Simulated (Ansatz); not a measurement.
# TePt (R-3m) in Ansatz: single point with PBE0

Aim: the single point of TePt with PBE0.

Program: Ansatz 0.2.0. These are calculated values, not measurements. Logs are shortened: lines on timing, memory, paths and dates and some standing lists are left out, and cuts for length are marked.

### 1 The crystal as given

It takes space group R-3m (No. 166, trigonal). The conventional cell has a = 3.963 Å, b = 3.963 Å, c = 19.983 Å, α = 90.00°, β = 90.00°, γ = 120.00°. Pt (site symmetry 3m) has 3 Te at 2.59 Å and 3 Pt at 2.72 Å as nearest neighbours. Te (site symmetry 3m) is surrounded by 3 Pt at 2.59 Å.

### 2 Single point, PBE0

Input file input:

```
crystal:
  lattice:
    - [1.9815661262, 1.1440577364, 6.6610334788]
    - [-1.9815661262, 1.1440577364, 6.6610334788]
    - [0.0, -2.2881154728, 6.6610334788]
  atoms:
    - { symbol: Pt, position: [0.1296666667, 0.1296666667, 0.1296666667] }
    - { symbol: Pt, position: [0.8703333333, 0.8703333333, 0.8703333333] }
    - { symbol: Te, position: [0.402, 0.402, 0.402] }
    - { symbol: Te, position: [0.598, 0.598, 0.598] }
hamiltonian:
  xc: pbe0
  pseudopotentials: { kind: paw }
kpoints:
  mp_grid: { grid: [6, 6, 6] }
scf:
  occupations: { method: fermi_dirac, width: 0.05 }
output:
  forces: true
  stress: true
  eigenvalues: true
```

Potentials or basis: Ansatz PAW.

Standard output:

```text
Warning: output.stress: scf.convergence.dr2_threshold = 1e-7 eV (the SCF's general default) is looser than the 4e-10 eV advised for a printed stress (1e-10 eV for each atom of the cell: 4). What an SCF threshold leaves in a stress goes as its square root, and in the free energy as the threshold itself, and one threshold admits the most on a small cell: of the crystals measured, under no hybrid functional and no lock of the moments, on runs that ended without the residual-converged pass, on stresses that held no estimate of that error, the worst erred by over 100 MPa in a component at 1e-7 eV an atom and by under 5 at 1e-10. Set scf.convergence.dr2_threshold to 4e-10 eV or tighter. The threshold is an SCF's pass mark: one that does not reach it within its budget of iterations ends unconverged, or closes short of it on a stop that the run arms, and scf.convergence.dr2_threshold's page says what that costs each kind of run
Warning: output.stress: scf.exx.energy_threshold = 1e-6 eV is looser than the 4e-8 eV advised for a stress under a hybrid functional (1e-8 eV for each atom of the cell: 4). Every SCF of the exchange loop can meet its threshold on dr2 while the loop round them stops early: no threshold on dr2 bounds what that leaves in the stress. Set scf.exx.energy_threshold to 4e-8 eV or tighter. The threshold is the loop's pass mark: a loop that does not reach it within its budget of cycles ends unconverged, and scf.exx.energy_threshold's page has the law
basis.fft_grid_basis auto: the FFT boxes are laid along the combinations [[1, 0, -1], [0, 1, -1], [0, 0, 1]] of the cell's own vectors, 3.963, 3.963 and 7.043 Å long. The dense box has 27×27×48 points. Along the cell's own vectors, as sized, it would have 48×48×48, 3.16 times as many. Of the 12 symmetry operations that the crystal satisfies within crystal.symmetry.tolerance (time reversal apart; of a slab, those that keep its plane) the dense box along the cell's own vectors carries 12, and the one as laid loses 8 of those. basis.fft_grid_basis: typed keeps the cell's own vectors: state it where this run's energies or levels are differenced outside the engine with another run's, or held beside a run that keeps those vectors.
GPUs: using 1 of 1 available (devices: 1).
Engine: ansatz 0.2.0, x86_64-unknown-linux-gnu
Pseudopotentials: kind: paw
Pseudopotential: Pt, paw, valence charge 18, recommended cutoff 420 eV (normal), Pt.paw.azcp
Pseudopotential: Te, paw, valence charge 16, recommended cutoff 420 eV (normal), Te.paw.azcp
Functional definition: PBE0
  parameter a = 0.25
  parameter kappa = 0.804
  parameter beta = 0.06672455060314922
  exchange = (1 - a)*pbe_x(kappa = kappa, mu = beta*pi^2/3) + a*exact_x
  correlation = pbe_c(beta = beta)
device memory: the entry about to start is reckoned to put 1.5 GiB on a device that reports 45.5 GiB free (of which the cap on the GPU budget leaves the run 18.0 GiB)
GPU FFT provider: cuFFT
GPU libraries: cuBLAS 13.8.2, cuFFT 12.4.0, cuSOLVER 12.3.4
Crystal: 4 atoms, lattice volume = 90.604 Å³
Basis set: ecut = 420 eV, 1775 PW (Γ), FFT grids on a1−a3, a2−a3, a3, exchange–correlation on 54×54×96 points (8 copies of the dense FFT grid, shifted against one another)
Bands: 41, of which v1, the nominal top of the filled ones, is band 34 counted from 1 (33 counted from 0)
Symmetry: 12 space group operations
Space group: R-3m (ITA 166), of the structure as read, at distance tolerance 4.5e-5 Å
k-points: 32 of 216
Non-local potential: Pt, projectors of the file, l = 0: 3, l = 1: 2, l = 2: 2, l = 3: 1
Non-local potential: Te, projectors of the file, l = 0: 2, l = 1: 2, l = 2: 2, l = 3: 2
PAW form: soft (Blöchl's): semilocal exchange-correlation on the pseudo side does not see the compensation charge
PAW frozen core: Pt, regenerated for the run's functional, and the local potential with it (the file was generated under x = pbe(κ = 0.804, μ = 0.2195149727645171), c = pbe(β = 0.06672455060314922))
PAW frozen core: Te, regenerated for the run's functional, and the local potential with it (the file was generated under x = pbe(κ = 0.804, μ = 0.2195149727645171), c = pbe(β = 0.06672455060314922))
PAW one-centre angular grid: Pt, 590 points (default); XC on 64 Gauss nodes
PAW one-centre angular grid: Te, 590 points (default); XC on 64 Gauss nodes
Initial density: superposition of atomic densities (neutral atoms: chi_scale 0, normalization atom), corrected by the library's trained network
Initial wavefunctions: pseudopotential atomic-orbital guess
GPU buffer pool allocated for 34992 grid points (all kernels)
GPU transforms: local potential and band sums: pruned to the plane-wave sphere, on 27×27×48
Functional: x = pbe(κ = 0.804, μ = 0.2195149727645171), c = pbe(β = 0.06672455060314922), warm-up for x = 0.75 pbe(κ = 0.804, μ = 0.2195149727645171) + 0.25 exact, c = pbe(β = 0.06672455060314922)
SCF iter   1: F=—  HF=-39007.237844 eV  |F-HF|=—  |Δ(HF+E_count)|=         —  Δρ=4.59e-3  dr2=1.71e-2  ethr=1.77e-3  ⟨swp⟩=8.6  Hψ=5445  notcnv=0
preconditioner: auto → Kerker (q_TF=auto, 2.601 Å⁻¹)  [metal: Δε(μ)=0.059 eV  Ē_g=8.776 eV  σ=0.050 eV  W_gap=0.28  n_scr=28 (ndim 8)  ℏωp=22.1 eV  f_vac=0.021  D(μ)=2.90/eV (n_scr^D=22)]
SCF iter   2: F=—  HF=-39007.236453 eV  |F-HF|=—  |Δ(HF+E_count)|=   1.39e-3  Δρ=2.41e-3  dr2=5.51e-3  ethr=2.51e-5  ⟨swp⟩=4.9  Hψ=3223  notcnv=0  defer=32
SCF iter   3: F=—  HF=-39007.236313 eV  |F-HF|=—  |Δ(HF+E_count)|=   1.40e-4  Δρ=8.01e-4  dr2=7.96e-4  ethr=8.11e-6  ⟨swp⟩=3.5  Hψ=2635  notcnv=0  defer=4
iter 4 solved again at ethr=6.67e-8 eV; its pass at ethr=1.17e-6 eV (dr2=4.54e-5 eV) is discarded
SCF iter   4: F=—  HF=-39007.236381 eV  |F-HF|=—  |Δ(HF+E_count)|=   6.82e-5  Δρ=2.15e-4  dr2=4.52e-5  ethr=6.67e-8  ⟨swp⟩=3.0  Hψ=5595  notcnv=0
[... 73 lines left out ...]
preconditioner: auto → none  [insulator: Δε(μ)=0.237 eV  Ē_g=10.825 eV  σ=0.050 eV  W_gap=0.54  n_scr=28 (ndim 8)  ℏωp=22.1 eV  f_vac=0.017  D(μ)=1.00/eV (n_scr^D=2)]
SCF iter   3: F=—  HF=-39013.346251 eV  |F-HF|=—  |Δ(HF+E_count)|=   1.53e-4  Δρ=6.31e-5  dr2=1.79e-4  ethr=8.32e-9  ⟨swp⟩=3.3  Hψ=2702  notcnv=0  defer=1
SCF iter   4: F=—  HF=-39013.346549 eV  |F-HF|=—  |Δ(HF+E_count)|=   2.98e-4  Δρ=7.26e-5  dr2=3.91e-4  ethr=3.66e-9  ⟨swp⟩=3.4  Hψ=2739  notcnv=0
SCF iter   5: F=—  HF=-39013.347176 eV  |F-HF|=—  |Δ(HF+E_count)|=   6.27e-4  Δρ=9.21e-5  dr2=6.04e-4  ethr=3.66e-9  ⟨swp⟩=3.5  Hψ=2705  notcnv=0
SCF iter   6: F=—  HF=-39013.348159 eV  |F-HF|=—  |Δ(HF+E_count)|=   9.83e-4  Δρ=1.00e-4  dr2=2.86e-4  ethr=3.66e-9  ⟨swp⟩=3.5  Hψ=2886  notcnv=0
SCF iter   7: F=—  HF=-39013.348791 eV  |F-HF|=—  |Δ(HF+E_count)|=   6.32e-4  Δρ=7.54e-5  dr2=3.13e-5  ethr=3.66e-9  ⟨swp⟩=3.6  Hψ=2963  notcnv=0
Mixer restart at iter 7: flushing history
SCF iter   8: F=—  HF=-39013.348900 eV  |F-HF|=—  |Δ(HF+E_count)|=   1.08e-4  Δρ=4.55e-5  dr2=3.46e-6  ethr=3.66e-9  ⟨swp⟩=3.2  Hψ=2655  notcnv=0
SCF iter   9: F=—  HF=-39013.348907 eV  |F-HF|=—  |Δ(HF+E_count)|=   7.67e-6  Δρ=2.43e-5  dr2=1.35e-6  ethr=1.62e-9  ⟨swp⟩=3.4  Hψ=2572  notcnv=0  defer=1
SCF iter  10: F=—  HF=-39013.348910 eV  |F-HF|=—  |Δ(HF+E_count)|=   2.97e-6  Δρ=2.42e-5  dr2=2.50e-6  ethr=4.35e-10  ⟨swp⟩=4.3  Hψ=3793  notcnv=0
SCF iter  11: F=—  HF=-39013.348910 eV  |F-HF|=—  |Δ(HF+E_count)|=   4.76e-7  Δρ=5.38e-6  dr2=8.57e-8  ethr=4.35e-10  ⟨swp⟩=4.1  Hψ=3176  notcnv=0
SCF iter  12: F=—  HF=-39013.348910 eV  |F-HF|=—  |Δ(HF+E_count)|=   4.95e-8  Δρ=1.51e-6  dr2=4.73e-9  ethr=8.38e-11  ⟨swp⟩=4.0  Hψ=2772  notcnv=0  defer=4
SCF iter  13: F=—  HF=-39013.348910 eV  |F-HF|=—  |Δ(HF+E_count)|=   7.17e-9  Δρ=5.83e-7  dr2=7.07e-10  ethr=2.36e-12  ⟨swp⟩=3.8  Hψ=3373  notcnv=0  defer=4
SCF iter  14: F=-39013.348910 eV  HF=-39013.348910 eV  |F-HF|=1.46e-11  |Δ(HF+E_count)|=  3.93e-10  Δρ=1.73e-7  dr2=6.16e-11  ethr=1.78e-12 (applied; sched 1.00e-12)  ⟨swp⟩=3.0  Hψ=2779  notcnv=0
SCF 5 converged in 14 iterations: F = -39013.348910 eV  dr2 = 6.16e-11
  Residual-converged pass: ⟨swp⟩=3.1  Hψ=3374  notcnv=0  max |occ|·‖R‖ = 2.7e-7 eV (tolerance 2.7e-7 eV)  dr2=6.34e-11  dr2_onsite=2.98e-12  max |Δocc| = 1.9e-13
hybrid outer 4: dexx = +9.327e-3 eV, tail = 1.25e-3 eV, Δε = 2.64e-1 eV (about 3.15e-1 eV left of the loop's levels), ΔF = 8.02e-2 eV/Å (tail 9.58e-2)
GPU FFT provider: cuFFT
GPU libraries: cuBLAS 13.8.2, cuFFT 12.4.0, cuSOLVER 12.3.4
GPU buffer pool allocated for 34992 grid points (all kernels)
GPU transforms: local potential and band sums: pruned to the plane-wave sphere, on 27×27×48
Exchange kernel: α = 0.2500, full range, Wigner–Seitz truncation, v(0) = 24079.9567 eV·Å³, q-mesh 6×6×6, nearest image of the exchange supercell L = 23.78 Å, pair-density grid 24×24×45, without the augmentation charges, whose exchange is taken in its separable form by FFT convolution over the k-point mesh (the finest that the files' search goes to), smooth part of the exact exchange by density-matrix convolution in up to 7.93 GiB of GPU memory as planned if the GPU has room (build and FFT work areas not counted)
Frozen-core exchange: fock
SCF iter   1: F=—  HF=-39013.348914 eV  |F-HF|=—  |Δ(HF+E_count)|=         —  Δρ=1.84e-6  dr2=3.29e-9  ethr=6.73e-9  ⟨swp⟩=4.1  Hψ=2747  notcnv=0
preconditioner: auto → none  [insulator: Δε(μ)=0.323 eV  Ē_g=10.816 eV  σ=0.050 eV  W_gap=0.90  n_scr=28 (ndim 8)  ℏωp=22.1 eV  f_vac=0.017  D(μ)=0.43/eV (n_scr^D=0)]
SCF iter   2: F=—  HF=-39013.348914 eV  |F-HF|=—  |Δ(HF+E_count)|=   7.42e-9  Δρ=1.05e-6  dr2=1.39e-9  ethr=3.99e-12  ⟨swp⟩=4.4  Hψ=4065  notcnv=0  defer=1
SCF iter   3: F=-39013.348914 eV  HF=-39013.348914 eV  |F-HF|=4.80e-10  |Δ(HF+E_count)|=  1.82e-10  Δρ=7.17e-7  dr2=6.60e-10  ethr=1.94e-12  ⟨swp⟩=3.3  Hψ=2747  notcnv=0  defer=2
SCF 6 converged in 3 iterations: F = -39013.348914 eV  dr2 = 6.60e-10
  Residual-converged pass: ⟨swp⟩=3.0  Hψ=3352  notcnv=0  max |occ|·‖R‖ = 2.6e-7 eV (tolerance 2.7e-7 eV)  dr2=6.81e-10  dr2_onsite=1.71e-11  max |Δocc| = 1.3e-13
hybrid outer 5: dexx = +7.141e-9 eV, tail = 2.95e-9 eV, Δε = 3.93e-4 eV (about 1.77e-4 eV left of the loop's levels), ΔF = 8.94e-4 eV/Å (tail 6.67e-4)
hybrid SCF converged: 5 outer / 37 inner (+10 warm-up), last move |dexx| = 7.14e-9 eV, tail = 2.95e-9 eV
Stability not checked: this state was not tested for a lower state beside it, because the functional holds exact exchange (a hybrid, or Hartree-Fock), whose exchange loop this test does not read (fock_operator; see scf.lower_state_search)
Free energy (F): -39013.348914 eV
Frozen-core exchange: fock
Harris-Foulkes:  -39013.348914 eV  (|F-HF|=4.80e-10)
Internal energy: -39013.344390 eV  (E = F + TS)
E sigma→0 (E₀):  -39013.346652 eV
Entropy (-TS):   -0.004524 eV (-1.131 meV/atom)
Fermi energy:    14.217924 eV
--- Per-component energies (eV) ---
  E_band       = -1101.480502
  E_kinetic    = 1640.627759
  E_local      = -6980.942816  (includes V_loc(G=0)·N_el)
  E_nonlocal   = -220.884951
  E_hartree    = 3398.836837
  E_xc         = -596.500050
  E_vxc        = -629.445389  (∫ρ·V_xc dr)
  E_exx        = -246.448828  (= α·E_x^exact, valence–valence)
  E_paw        = -28170.699168  (= ΣΔE_a)
  E_vpaw       = -1215.609906  (= ΣTr[D̂ρ^β])
  E_aug_tail   = -0.000034  (compensation charges beyond the density's cutoff)
  E_ewald      = -7832.910720
  E_core_change = -4.422419  (= ΣΔE_core)
  E_smearing   = -0.004524  (= −TS)
  E_closure    = 0.000001  (closes the sum)
  Σ components = -39013.348914   (vs F -39013.348914, Δ=7.28e-12)
--- Forces (eV/Å), atoms counted from 1 ---
  atom   1  Pt     0.00000000     0.00000000     0.05662675
  atom   2  Pt     0.00000000    -0.00000000    -0.05662675
  atom   3  Te     0.00000000    -0.00000000     0.26902569
  atom   4  Te     0.00000000     0.00000000    -0.26902569
  max |Σ_I F_I| component: 5.78e-19 eV/Å
--- Stress (GPa, compression-positive) ---
        0.787169       0.000000       0.000000
        0.000000       0.787169       0.000000
        0.000000       0.000000       0.026475
  P = ⅓ Tr σ = 0.5336 GPa (5.336 kbar)
--- Band table (eV; the first three rows and the last of 32) ---
  k-point 0: bands = ["-88.8827", "-88.8562", "-41.9598", "-41.9598", "-41.7965", "-41.7965", "-41.7956", "-41.6649", "-26.1460", "-26.1460", "-26.1413", "-26.1413", "-26.1175", "-26.1175", "-26.1157", "-26.1157", "-26.1098", "-26.1077", "-0.8401", "0.9263", "6.2745", "7.6213", "7.6213", "8.1765", "8.1765", "8.5766", "10.3356", "10.3356", "11.1336", "11.1336", "11.5094", "15.4260", "15.5203", "15.5203", "16.3972", "18.0899", "18.0899", "19.9606", "21.4200", "21.7662", "21.7662"]
  k-point 1: bands = ["-88.8811", "-88.8579", "-41.9640", "-41.9594", "-41.8422", "-41.7926", "-41.7503", "-41.6654", "-26.1461", "-26.1453", "-26.1417", "-26.1402", "-26.1185", "-26.1177", "-26.1158", "-26.1147", "-26.1091", "-26.1069", "-0.5274", "1.0334", "6.5547", "7.6375", "7.6794", "8.0588", "8.5790", "8.6948", "9.6591", "9.9113", "11.0909", "11.1351", "11.5397", "13.0172", "15.2565", "15.3435", "16.4277", "17.2318", "17.9297", "20.4867", "21.1803", "21.6973", "22.5668"]
  k-point 2: bands = ["-88.8771", "-88.8619", "-41.9710", "-41.9562", "-41.8793", "-41.7855", "-41.7131", "-41.6685", "-26.1460", "-26.1436", "-26.1426", "-26.1381", "-26.1202", "-26.1178", "-26.1163", "-26.1132", "-26.1074", "-26.1053", "0.2271", "1.2898", "6.7164", "6.8720", "7.9600", "8.6650", "9.1089", "9.2470", "9.5751", "9.7150", "10.5767", "10.7727", "11.2847", "11.4779", "12.1300", "13.8491", "15.5739", "16.3764", "18.3859", "19.3081", "20.3553", "22.9779", "23.6933"]
  k-point 31: bands = ["-88.8827", "-88.8563", "-41.9600", "-41.9600", "-41.7966", "-41.7966", "-41.7950", "-41.6653", "-26.1462", "-26.1462", "-26.1413", "-26.1413", "-26.1182", "-26.1182", "-26.1149", "-26.1149", "-26.1107", "-26.1067", "-0.2014", "-0.0462", "7.4970", "7.6520", "7.6520", "8.1202", "8.1202", "8.5551", "10.3372", "10.3372", "11.1418", "11.1418", "11.6846", "11.9548", "16.1494", "16.1494", "17.0388", "17.0388", "18.8844", "19.9826", "19.9981", "22.2374", "22.2374"]
```

Run time: 1.7 min. Hardware: 1 × NVIDIA H100 80GB HBM3 with 2 threads of AMD EPYC 7R13 (Zen 3), shared host; peak memory 4.6 GiB.

What came out:

```yaml
Free_energy: -39013.3489 eV
Pressure: 0.5 GPa
Largest_force: 0.269 eV/Å
Band_gap_on_the_k_mesh: none (metal or under the smearing width)
```

Forces on the atoms (eV/Å):
```
Pt   0.000  0.000  0.057
Pt   0.000  0.000 -0.057
Te   0.000  0.000  0.269
Te   0.000  0.000 -0.269
```

Stress tensor (GPa, compression positive):
```
0.79 0.00 0.00
0.00 0.79 0.00
0.00 0.00 0.03
```

Caveat: the PAW data sets come from PBE, with cores solved anew for the run's functional, which leaves a small shift of forces and pressure; the thresholds are loose for stress.
